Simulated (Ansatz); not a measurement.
**Alloy of ZnGa2O4 and ZnAl2O4 (1 of 4 Ga sites exchanged), 14 atoms with displaced atoms**

Which settings matter for this cell? A base run comes first, then runs with one to three settings changed.

Method: density functional theory in Ansatz 0.2.0, PAW datasets, plane waves.

## 1. Starting point

14 atoms (2 Zn, 3 Ga, 1 Al, 8 O); a = 5.864 Å, b = 5.864 Å, c = 5.864 Å, α = 60.00°, β = 60.00°, γ = 60.00°. All atoms were shaken off their sites by about 0.02 Å along each axis.

## 2. PBEsol single point

File in.yaml:

```yaml
crystal:
  lattice:
    - [0.000000, 4.146333, 4.146333]
    - [4.146333, 0.000000, 4.146333]
    - [4.146333, 4.146333, 0.000000]
  atoms:
    - { symbol: Zn, position: [0.118791, 0.130981, 0.132417] }
    - { symbol: Zn, position: [0.872228, 0.882254, 0.871987] }
    - { symbol: Ga, position: [0.499956, 0.506455, 0.497527] }
    - { symbol: Ga, position: [0.502610, 0.997536, 0.493773] }
    - { symbol: Ga, position: [0.004301, 0.500099, 0.496063] }
    - { symbol: Al, position: [0.497671, 0.501307, 0.998007] }
    - { symbol: O, position: [0.257549, 0.262417, 0.267538] }
    - { symbol: O, position: [0.265454, 0.263249, 0.709696] }
    - { symbol: O, position: [0.269187, 0.711215, 0.261797] }
    - { symbol: O, position: [0.716262, 0.261643, 0.259139] }
    - { symbol: O, position: [0.745894, 0.735331, 0.279245] }
    - { symbol: O, position: [0.742557, 0.738780, 0.736112] }
    - { symbol: O, position: [0.741190, 0.288730, 0.737165] }
    - { symbol: O, position: [0.294291, 0.734851, 0.733720] }
kpoints:
  mp_grid: { grid: [2, 2, 2], shift: [0.5, 0.5, 0.5] }
hamiltonian:
  xc: pbesol
scf:
  occupations: { method: fermi_dirac, width: 0.01 }
output:
  forces: true
  eigenvalues: true
  stress: true
  populations: true
```

On the command line:

```console
$ ansatz run in.yaml --threads 8 --pin off --max-ram 13300MiB --runs-dir r --events-out ev --progress --plain
```

## 3. Run again with accuracy high, mixer broyden, k points 2×2×2

Edit in.yaml of step 2 so:

```diff
@@ -1 +1,2 @@
+accuracy: high
 crystal:
@@ -21,3 +22,3 @@
 kpoints:
-  mp_grid: { grid: [2, 2, 2], shift: [0.5, 0.5, 0.5] }
+  mp_grid: { grid: [2, 2, 2] }
 hamiltonian:
@@ -26,2 +27,4 @@
   occupations: { method: fermi_dirac, width: 0.01 }
+  max_iter: 50
+  mixing: { algorithm: broyden }
 output:
@@ -30,2 +33,5 @@
   stress: true
-  populations: true
+  write_density: true
+  write_potential: true
+  elf: true
+  volumetric_format: npy
```

## 4. Run again with mixer broyden, accuracy high

Edit in.yaml of step 3 so:

```diff
@@ -22,3 +22,3 @@
 kpoints:
-  mp_grid: { grid: [2, 2, 2] }
+  mp_grid: { grid: [2, 2, 2], shift: [0.5, 0.5, 0.5] }
 hamiltonian:
@@ -27,3 +27,3 @@
   occupations: { method: fermi_dirac, width: 0.01 }
-  max_iter: 50
+  max_iter: 70
   mixing: { algorithm: broyden }
```

## 5. Run again with mixer msr1, accuracy low, 1 extra band

Edit in.yaml of step 4 so:

```diff
@@ -1,2 +1,2 @@
-accuracy: high
+accuracy: low
 crystal:
@@ -27,4 +27,5 @@
   occupations: { method: fermi_dirac, width: 0.01 }
-  max_iter: 70
-  mixing: { algorithm: broyden }
+  max_iter: 90
+  n_extra_bands: 1
+  mixing: { algorithm: msr1 }
 output:
@@ -33,5 +34 @@
   stress: true
-  write_density: true
-  write_potential: true
-  elf: true
-  volumetric_format: npy
```

## 6. Run again with mixer broyden

Edit in.yaml of step 5 so:

```diff
@@ -1,2 +1 @@
-accuracy: low
 crystal:
@@ -27,5 +26,4 @@
   occupations: { method: fermi_dirac, width: 0.01 }
-  max_iter: 90
-  n_extra_bands: 1
-  mixing: { algorithm: msr1 }
+  max_iter: 80
+  mixing: { algorithm: broyden }
 output:
```

## 7. Changed settings: density cutoff ratio 8, occupations tetrahedron

Edit in.yaml of step 6 so:

```diff
@@ -22,2 +22,3 @@
   mp_grid: { grid: [2, 2, 2], shift: [0.5, 0.5, 0.5] }
+basis: { ecutrho_ratio: 8 }
 hamiltonian:
@@ -25,5 +26,4 @@
 scf:
-  occupations: { method: fermi_dirac, width: 0.01 }
-  max_iter: 80
-  mixing: { algorithm: broyden }
+  occupations: { method: tetrahedron }
+  max_iter: 50
 output:
```

**Question.** What will these runs give? Wanted: for each run, settings; status; energy from base; forces from base.

As calculated:

| settings | status | cycles | time | energy from base (meV/atom) | forces from base (eV/Å rms) | filled to empty level on the mesh (eV) |
| --- | --- | --- | --- | --- | --- | --- |
| base | converged | 8 | 1.4 s (8 CPU threads) | 0 | 0 | 3.96 |
| accuracy high, mixer broyden, k points 2×2×2 | converged | 13 | 2.2 s (8 CPU threads) | +13.2 | 0.009 | 2.81 |
| mixer broyden, accuracy high | converged | 12 | 2 s (8 CPU threads) | 0.0 | 0.000 | 3.96 |
| mixer msr1, accuracy low, 1 extra band | converged, settings too loose | 9 | 1.4 s (8 CPU threads) | 0.0 | 0.000 | 3.96 |
| mixer broyden | converged | 8 | 1.6 s (8 CPU threads) | 0.0 | 0.000 | 3.96 |
| density cutoff ratio 8, occupations tetrahedron | converged | 8 | 1.6 s (8 CPU threads) | 0.0 | 0.000 | 3.96 |

Among these variants the forces move most with accuracy high, mixer broyden, k points 2×2×2 (0.009 eV/Å rms). The base mesh is coarse for so small a cell, so pressure, spacing and their changes aren't converged values of the solid.
